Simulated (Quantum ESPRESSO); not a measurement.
**PbS (Galena): phonons with PBE**

**Experimental background.**

A printed reference work, monograph reports, for a bulk crystal of PbS at 300 K: high-frequency dielectric constant 17.2.

The system is PbS (Galena).

```
Pb S
1.0
     0.00000    2.96575    2.96575
     2.96575    0.00000    2.96575
     2.96575    2.96575    0.00000
Pb S
1 1
Cartesian
  0.0000 0.0000 0.0000
  2.9657 2.9657 2.9657
```

```json
{
 "Program": "Quantum ESPRESSO 7.5",
 "Task": "phonons",
 "Functional": "PBE",
 "Potentials or basis": "PseudoDojo 0.4.1 SR PBE standard",
 "Cutoff": "762 eV",
 "Density cutoff": "3048 eV",
 "k mesh": "6 × 6 × 6, shifted",
 "Occupations": "fermi-dirac, width 0.05 eV",
 "Spin": "no spin polarisation",
 "Mixing beta": "0.5",
 "Most SCF iterations": "120",
 "SCF threshold": "4e-10 Ry"
}
```

* Pressure after relaxing: 2.2 GPa
* Electronic dielectric tensor (diagonal): 15.69
* Born charges (mean of the diagonal): Pb +4.48; S -4.45 e
* Highest phonon frequency at Γ, LO-TO splitting left out: 81 cm⁻¹
* Static dielectric tensor (diagonal): 119.72

Levels at points of the mesh, in eV from the valence-band top:
```csv
k point,band 6,band 7,band 8,band 9,band 10,band 11,band 12,band 13,band 14,band 15
"(0.08, 0.08, 0.08)",-13.22,-5.94,-1.83,-1.83,-1.68,4.86,5.12,5.12,7.04,7.21
```

Phonon frequencies in cm⁻¹ (negative: imaginary):
```tsv
q point	frequencies
(0.000, 0.000, 0.000)	-1 -1 -1 81 81 81
```

Electronic dielectric tensor:
```
15.69  0.00  0.00
 0.00 15.69  0.00
 0.00  0.00 15.69
```

Born effective charge tensors (e):
atom 1, Pb
```
4.48 0.00 0.00
0.00 4.48 0.00
0.00 0.00 4.48
```
atom 2, S
```
-4.45  0.00  0.00
 0.00 -4.45  0.00
 0.00  0.00 -4.45
```

Optical modes at Γ, degenerate ones joined, polar ones without the macroscopic field:
```csv
cm⁻¹,components,symmetry,active in,"IR intensity, summed ((D/Å)²/amu)"
81,3,T1u,IR,49.65
```

Zone-centre frequencies without and with the macroscopic field along z (cm⁻¹):
|  | optical modes in rising order |
| --- | --- |
| without | 81 81 81 |
| with the field | 81 81 223 |

Static dielectric tensor, electrons and zone-centre modes:
```
119.72   0.00   0.00
  0.00 119.72   0.00
  0.00   0.00 119.72
```

Run time: 2.2 min on 4 MPI ranks on Intel(R) Xeon(R) Platinum 8259CL CPU @ 2.50GHz (Skylake/Cascade Lake), on a shared host, peak memory 0.36 GiB a rank.

Against the measured high-frequency dielectric constant of PbS, 17.2 (300 K; a printed reference work, monograph), the calculated 15.69 is off by -8.8 %.

Spin-orbit coupling is left out, which matters for the levels of Pb.
